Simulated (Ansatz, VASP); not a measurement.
Given: the input of a run of Ansatz 0.2.0 on WS.

input.yaml

```yaml
crystal:
  lattice:
    - [3.0474720392, 0.0, 0.0]
    - [0.0, 3.0474720392, 0.0]
    - [0.0, 0.0, 3.0474720392]
  atoms:
    - { symbol: W, position: [0.5, 0.5, 0.5] }
    - { symbol: S, position: [0.0, 0.0, 0.0] }
hamiltonian:
  xc: pbe
  pseudopotentials: { kind: paw }
kpoints:
  mp_grid: { grid: [9, 9, 9] }
scf:
  occupations: { method: fermi_dirac, width: 0.05 }
output:
  forces: true
  stress: true
  eigenvalues: true
```

Potentials or basis: Ansatz PAW.

The run is started by

```sh
$ ansatz run input.yaml --threads 1 --pin off --max-ram 3584MiB --backend cpu --events-out ev --progress --plain --runs-dir out
```

Set up the same calculation for VASP 6.6.1. Potentials there: VASP PAW PBE potentials, release 64 (W_sv, S).

As run (the cutoff follows the program's own potentials):

The input INCAR:

```
SYSTEM = WS
PREC = Accurate
ENCUT = 520
EDIFF = 1E-7
ISMEAR = -1
SIGMA = 0.05
LREAL = .False.
LASPH = .True.
NELM = 60
ALGO = Normal
ISIF = 2
LWAVE = .False.
LCHARG = .False.
GGA = PE
NBANDS = 17
```

File KPOINTS:

```
Automatic mesh
0
Gamma
  9 9 9
  0 0 0
```

POSCAR

```
WS
1.0
    3.0474720392      0.0000000000      0.0000000000
    0.0000000000      3.0474720392      0.0000000000
    0.0000000000      0.0000000000      3.0474720392
W S
1 1
Direct
    0.5000000000      0.5000000000      0.5000000000
    0.0000000000      0.0000000000      0.0000000000
```

Potentials or basis: VASP PAW PBE potentials, release 64 (W_sv, S).

Launch:

```console
$ cat potpaw_PBE.64/W_sv/POTCAR potpaw_PBE.64/S/POTCAR > POTCAR
$ mpirun -np 1 vasp_std > vasp.out
```

Both were run:

|  | VASP | Ansatz | Ansatz less VASP |
| --- | --- | --- | --- |
| gap on the k mesh at the Fermi level (eV) | none | none | - |
| pressure (GPa) | -8.0 | -8.4 | -0.33 |

A gap of «none» marks a metal or a gap that the smearing closes. The functional is the same, so the differences come from potentials, cutoffs and numerics.

The runs have no spin-orbit coupling, so splittings on W are missing.
